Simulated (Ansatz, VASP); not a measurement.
**Sr: VASP beside Ansatz**

File INCAR:

```
  PREC = Accurate
  ENCUT = 520
  EDIFF = 1E-6
  ISMEAR = 0
  SIGMA = 0.03
  LREAL = False
  LASPH = True
  NELM = 60
  ALGO = Normal
  ISIF = 2
  LWAVE = False
  LCHARG = False
  GGA = PS
  NBANDS = 11
```

The input KPOINTS:

```
regular mesh
0
Gamma
  10 10 10
```

POSCAR

```
Sr
1.0
    0.0000000000      2.7989620000      3.0423500000
    2.7989620000      0.0000000000      3.0423500000
    2.7989620000      2.7989620000      0.0000000000
Sr
1
Direct
    0.0000000000      0.0000000000      0.0000000000
```

Input for Ansatz:

```yaml
crystal:
  lattice:
    - [0.0, 2.798962, 3.04235]
    - [2.798962, 0.0, 3.04235]
    - [2.798962, 2.798962, 0.0]
  atoms:
    - { symbol: Sr, position: [0.0, 0.0, 0.0] }
basis:
  ecutwfc: 420
kpoints:
  mp_grid: { grid: [10, 10, 10] }
hamiltonian:
  xc: pbesol
scf:
  occupations: { method: gaussian, width: 0.03 }
output:
  forces: true
  stress: true
  eigenvalues: true
```

Change from the starting cell: strain -0.080 along x and y, +0.000 along z, atoms carried along.

Alike in both runs: task single point; functional PBEsol; k mesh 10 × 10 × 10; occupations gaussian, width 0.03 eV; no spin polarisation.

|  | VASP | Ansatz |
| --- | --- | --- |
| version | VASP 6.6.1 | Ansatz 0.2.0 |
| potentials or method | VASP PAW PBE potentials, release 64 (Sr_sv) | scalar-relativistic, plane waves, PAW |
| plane-wave cutoff (eV) | 520 | 420 |
| valence electrons in the cell | 10 | 10 |

|  | VASP | Ansatz | Ansatz less VASP |
| --- | --- | --- | --- |
| gap on the k mesh at the Fermi level (eV) | none | none | - |
| pressure (GPa) | 1.2 | 1.2 | -0.02 |
| largest component of the traceless stress (GPa) | 0.42 | 0.42 | -0.001 |

A gap of «none» marks a metal or a gap that the smearing closes. The functional is the same, so the differences come from potentials, cutoffs and numerics.

Caveats: the PAW data sets were made with another functional, which shifts forces and pressure a little (VASP).
